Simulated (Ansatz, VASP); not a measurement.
**One calculation of GaAs, two programs**

The input INCAR:

```
SYSTEM = GaAs
PREC     = Accurate       ! precision mode
ENCUT    = 520            ! plane-wave cutoff, eV
EDIFF    = 1E-7           ! SCF threshold, eV
ISMEAR   = 0              ! smearing method
SIGMA    = 0.018000000000000002 ! smearing width, eV
LREAL    = .False.        ! projectors in reciprocal space
LASPH    = .True.         ! aspherical terms in the spheres
NELM     = 80             ! most SCF steps
ALGO     = Normal         ! electronic algorithm
ISIF     = 2              ! what is computed and relaxed
LWAVE    = .False.        ! write WAVECAR
LCHARG   = .False.        ! write CHGCAR
GGA      = PE             ! functional
NBANDS   = 16             ! bands
```

File KPOINTS:

```
regular mesh
0
Gamma
  8 8 8
  0 0 0
```

Contents of POSCAR:

```
GaAs
1.0
    0.0000000000      2.8268500000      2.8268500000
    2.8268500000      0.0000000000      2.8268500000
    2.8268500000      2.8268500000      0.0000000000
As Ga
1 1
Direct
    0.7500000000      0.7500000000      0.7500000000
    0.0000000000      0.0000000000      0.0000000000
```

The input input.yaml:

```yaml
crystal:
  lattice:
    - [0.0, 2.82685, 2.82685]
    - [2.82685, 0.0, 2.82685]
    - [2.82685, 2.82685, 0.0]
  atoms:
    - { symbol: As, position: [0.75, 0.75, 0.75] }
    - { symbol: Ga, position: [0.0, 0.0, 0.0] }
kpoints:
  mp_grid: { grid: [8, 8, 8] }
scf:
  occupations: { method: gaussian, width: 0.018 }
hamiltonian:
  xc: pbe
  pseudopotentials: { kind: all_electron, lapw: { basis_error: 0.001 } }
output:
  forces: true
  stress: true
  eigenvalues: true
```

Alike in both runs: task single point; functional PBE; k mesh 8 × 8 × 8; occupations gaussian, width 0.018 eV; no spin polarisation.

|  | VASP | Ansatz |
| --- | --- | --- |
| version | VASP 6.6.1 | Ansatz 0.2.0 |
| potentials or method | VASP PAW PBE potentials, release 64 (As, Ga_d) | all-electron LAPW, scalar-relativistic |
| plane-wave cutoff (eV) | 520 | see its input |

Ansatz gave:

| Quantity | Value |
| --- | --- |
| gap on the k mesh at the Fermi level (eV) | 0.52 |
| least direct gap on the mesh (eV) | 0.52 |
| pressure (GPa) | 3.3 |

Task: What did VASP give for the same quantities?

Result: gap on the k mesh at the Fermi level (eV): 0.52; least direct gap on the mesh (eV): 0.52; pressure (GPa): 3.5.

Ansatz ran all-electron here, so the differences hold the error of VASP's frozen core and of both bases.

A k mesh can miss the band edges. PBE gaps usually lie below the measured ones, often by a third to a half.
